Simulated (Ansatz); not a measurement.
# Se in Ansatz: convergence with smearing width

Input of the first run (smearing width 0.3 eV); the others differ in this setting and in those tied to it:

input.yaml

```yaml
crystal:
  lattice:
    - [4.35517, 0.0, 0.0]
    - [-2.177585, 3.7716878578, 0.0]
    - [0.0, 0.0, 4.94945]
  atoms:
    - { symbol: Se, position: [0.783874, 0.790435, 0.498354] }
    - { symbol: Se, position: [0.018593, 0.221544, 0.834901] }
    - { symbol: Se, position: [0.20435, -0.003645, 0.172096] }
hamiltonian:
  xc: pbesol
  pseudopotentials: { kind: paw, source: jth, xc_functional: pbe }
kpoints:
  mp_grid: { grid: [5, 5, 4] }
scf:
  occupations: { method: methfessel_paxton, width: 0.3 }
output:
  forces: true
  stress: true
  eigenvalues: true
```

Potentials or basis: JTH PAW.

The run is started by

```console
$ ansatz run input.yaml --threads 2 --pin off --max-ram 5632MiB --backend cpu --events-out ev --progress --plain --runs-dir out
```

The cell isn't the ideal one: atoms moved at random, drawn with an rms of 0.05 Å.

Hardware: 2 threads of Intel(R) Xeon(R) Processor @ 2.50GHz (Skylake/Cascade Lake), on a shared host.

```tsv
smearing width	energy less the tightest run, at zero smearing (meV/atom)	largest force (eV/Å)	SCF cycles	CPU time (s)	peak memory (GiB)
0.3 eV	-0.08	1.937	7	4.7	0.32
0.2 eV	0.00	1.935	7	4.5	0.31
0.15 eV	0.00	1.935	7	4.7	0.31
0.1 eV	0.00	1.935	7	4.8	0.31
0.05 eV	0.00	1.935	7	4.8	0.31
0.025 eV	0.00	1.935	7	4.8	0.31
0.01 eV	0.00	1.935	7	4.8	0.31
0.005 eV	0.00	1.935	7	4.9	0.31
```

Against the tightest run, the energy stays within 1 meV/atom from 0.3 eV on; the largest force stays within 0.005 eV/Å from 0.3 eV on. The tightest run that finished is the yardstick and may itself not be fully converged.

Caveat, for the tightest run too: odd divisions of the mesh miss points on the zone boundary, where band edges often lie, so the gap on the mesh can be too wide.
